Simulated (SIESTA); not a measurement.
Al2Pt:

```
Pt Al
1.0
     0.00000    2.95500    2.95500
     2.95500    0.00000    2.95500
     2.95500    2.95500    0.00000
Pt Al
1 2
Direct
  0.00000 0.00000 0.00000
  0.75000 0.75000 0.75000
  0.25000 0.25000 0.25000
```

Program: SIESTA 5.4.2. Alike in all runs: task single point; no spin polarisation; cell as given; k mesh 8 × 8 × 8; smearing fermi-dirac 0.05 eV; grid cutoff 800 Ry; energy shift 0.003 Ry.

Order these runs on this cell by their pressure, lowest first.
A. level BLYP; potentials or basis PseudoDojo 0.4 standard (PBE files), DZP (energy shift 0.003 Ry; two zetas on semicore shells)
B. level LDA; potentials or basis PseudoDojo 0.4 standard (LDA files), DZP (energy shift 0.003 Ry; two zetas on semicore shells)
C. level RPBE; potentials or basis PseudoDojo 0.4 standard (PBE files), DZP (energy shift 0.003 Ry; two zetas on semicore shells)
D. level AM05; potentials or basis PseudoDojo 0.4 standard (PBEsol files), DZP (energy shift 0.003 Ry; two zetas on semicore shells)

B (-3.0 GPa), D (-0.6 GPa), C (4.4 GPa), A (8.9 GPa).

Caveats: short orbitals over semicore shells can move pressures by several GPa; the basis of atomic orbitals isn't converged, which shifts pressures, moduli and gaps; the potentials were made for another functional, which shifts forces and pressure (some runs).
